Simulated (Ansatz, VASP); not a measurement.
**CuO (Tenorite) in VASP and in Ansatz**

```xyz
4
Lattice="2.3289 -1.7019 0.0000 2.3289 1.7019 0.0000 -0.8548 0.0000 5.0255" Properties=species:S:1:pos:R:3 pbc="T T T"
Cu    0.7371   -0.8401    2.5127
Cu    1.1645    0.8401    0.0000
O     1.6311    0.2822    3.7877
O     2.0585   -0.2822    1.2750
```

Change from the starting cell: volume scaled by 0.98.

Alike in both runs: task single point; functional PBE; k mesh 10 × 10 × 5; occupations fermi-dirac, width 0.05 eV; no spin polarisation.

|  | VASP | Ansatz |
| --- | --- | --- |
| version | VASP 6.6.1 | Ansatz 0.2.0 |
| potentials or method | VASP PAW PBE potentials, release 64 (Cu, O) | Ansatz PAW |
| plane-wave cutoff (eV) | 520 | 420 |
| valence electrons in the cell | 34 | 50 |

|  | VASP | Ansatz | Ansatz less VASP |
| --- | --- | --- | --- |
| gap on the k mesh at the Fermi level (eV) | none | none | - |
| pressure (GPa) | 10.4 | 9.7 | -0.72 |
| largest component of the traceless stress (GPa) | 2.41 | 2.31 | -0.100 |
| rms of the force components (eV/Å) | 0.472 | 0.459 | -0.0132 |

Atom by atom the forces differ by 0.025 eV/Å (rms over components). A gap of «none» marks a metal or a gap that the smearing closes. With one functional, cell and mesh, what is left measures potentials, basis and numerics. The two sets of potentials don't hold the same shells in valence.

Caveats: the run has no spin polarisation, though such a crystal can be magnetic; semilocal functionals often make such compounds metallic where correlation or magnetic order opens a gap, which also shifts bond lengths; the pressure holds a Pulay correction of +0.7 GPa for the finite cutoff (Ansatz).
